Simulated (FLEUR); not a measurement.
# HfC: equation of state with LDA

The system is HfC.

```
Hf C
1.0
     0.00000    2.32500    2.32500
     2.32500    0.00000    2.32500
     2.32500    2.32500    0.00000
Hf C
1 1
Direct
  0.50000 0.50000 0.50000
  0.00000 0.00000 0.00000
```

```json
{
  "Program": "FLEUR MaX-R8.1 (later development tree)",
  "Task": "equation of state",
  "Functional": "LDA",
  "Potentials or basis": "all-electron",
  "Basis": "FLAPW",
  "Kmax": "4.77 1/bohr",
  "k mesh": "10 × 10 × 10",
  "Occupations": "fermi-dirac, width 0.05 eV",
  "Spin": "no spin polarisation",
  "Gmax": "14.8 1/bohr",
  "Muffin-tin radii": "Hf 2.44, C 1.51 bohr",
  "lmax": "Hf 10, C 8",
  "lnonsphr": "Hf 10, C 8",
  "Local orbitals a species": "Hf 4, C 3"
}
```

```
Equilibrium volume                      : 11.95 Å³/atom
Bulk modulus                            : 261 GPa
Pressure derivative of the bulk modulus : 3.9 (rough: it moves with the points fitted)
```

Energy against volume, from the lowest point:
| volume (Å³/atom) | energy (meV/atom) |
| --- | --- |
| 11.814 | 0.43 |
| 12.065 | 0.00 |
| 12.568 | 23.04 |
| 13.071 | 72.89 |
| 13.322 | 106.29 |

The run has no spin-orbit coupling, so splittings on Hf are missing. Zero-point motion and thermal expansion aren't in these numbers.
